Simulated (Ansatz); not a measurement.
Task: cell relaxations under several functionals of ZrO₂, space group Fm-3m, with the Python package of Ansatz (0.2.0). Give the script and its output. Settings (first run): PBE, PAW, the default cutoff (420 eV here), 6×6×6 k-points, fixed occupations, D3BJ dispersion.

```xyz
3
Lattice="0.0000 2.5350 2.5350 2.5350 0.0000 2.5350 2.5350 2.5350 0.0000" Properties=species:S:1:pos:R:3 pbc="T T T"
Zr    0.0000    0.0000    0.0000
O     1.2675    1.2675    1.2675
O     3.8025    3.8025    3.8025
```

`zro2_lattice.py`:
```python
"""How the lattice of ZrO2 depends on the functional."""

import ansatz as az
import numpy as np

def edges_and_angles(cell):
    cell = np.asarray(cell)
    a, b, c = np.linalg.norm(cell, axis=1)
    cosines = cell[1] @ cell[2] / (b * c), cell[0] @ cell[2] / (a * c), cell[0] @ cell[1] / (a * b)
    return (a, b, c, *np.degrees(np.arccos(cosines)))

system = (
    az.Lattice.of((0.0, 2.535, 2.535), (2.535, 0.0, 2.535), (2.535, 2.535, 0.0))
    .atom("Zr", (0.0, 0.0, 0.0))
    .atom("O", (0.25, 0.25, 0.25))
    .atom("O", (0.75, 0.75, 0.75))
)

model = (
    system.calculation()
    .kpoints(6)  # sampling of the Brillouin zone
    .occupations("fixed")  # whole-number filling, right only where there is a gap
    .relax(cell=True, force_tolerance=0.03, max_steps=40)  # relax until the tolerances are met
)

levels = [("pbe", "d3bj"), ("pbe", "none"), ("pbesol", "none"), ("r2scan", "rvv10")]
print("level            a       b       c    alpha   beta  gamma  V/atom  steps")
for name, dispersion in levels:
    seen = []
    run = model.functional(name, dispersion=dispersion).session().plan()
    outcome = run.execute(on_event=lambda e: seen.append(e) if e["event"] == "relax_step" else None)
    cell = outcome.lattice.cell_ang
    label = name if dispersion == "none" else f"{name}+{dispersion}"
    print("{:13s} {:7.4f} {:7.4f} {:7.4f} {:6.2f} {:6.2f} {:6.2f}".format(label, *edges_and_angles(cell)), f"{abs(np.linalg.det(cell)) / len(outcome.lattice.sites):7.3f} {len(seen):5d}")
```

Running `python zro2_lattice.py` prints:
```text
level            a       b       c    alpha   beta  gamma  V/atom  steps
DeckWarning: basis.ecutwfc = 420 eV, auto-derived from the records' recommended cutoffs: set by Zr (normal level)
pbe+d3bj       3.5974  3.5974  3.5974  60.00  60.00  60.00  10.974     6
pbe            3.6174  3.6174  3.6174  60.00  60.00  60.00  11.157     6
pbesol         3.5810  3.5810  3.5810  60.00  60.00  60.00  10.824     4
DeckWarning: basis.ecutwfc = 500 eV, auto-derived from the records' recommended cutoffs: set by Zr (their level for a meta-GGA)
r2scan+rvv10   3.5914  3.5914  3.5914  60.00  60.00  60.00  10.918     4
```
(Warnings from the package without file and line.)

From smallest to largest: PBEsol (10.82 Å³ an atom, -0.3 % against the start), r2SCAN+RVV10 (10.92 Å³ an atom, +0.5 % against the start), PBE+D3BJ (10.97 Å³ an atom, +1.0 % against the start) and PBE (11.16 Å³ an atom, +2.7 % against the start). The spread is 3.1 % in volume.

Notes:
- The run is spin-unpolarised.
- Forces vanish by symmetry, so the ions can't move, and the end may be a saddle.
- Edges and angles are those of the cell as typed, here a primitive one, not of the conventional cell.
- Of the deposited cell: the entry's cell lengths or inner coordinates differ somewhat from later room-temperature determinations.
- This is a high-temperature or high-pressure form, not the ambient phase.
- The starting cell is as deposited in a crystallographic database; the results hold for this polymorph, which needn't be the stable one.
- The whole script took 18 s on 1 thread of Arm Neoverse V2, with other jobs on the host, peak memory 0.43 GiB.

(A comment or docstring line of the script was reworded after the run, the code is as it ran.)
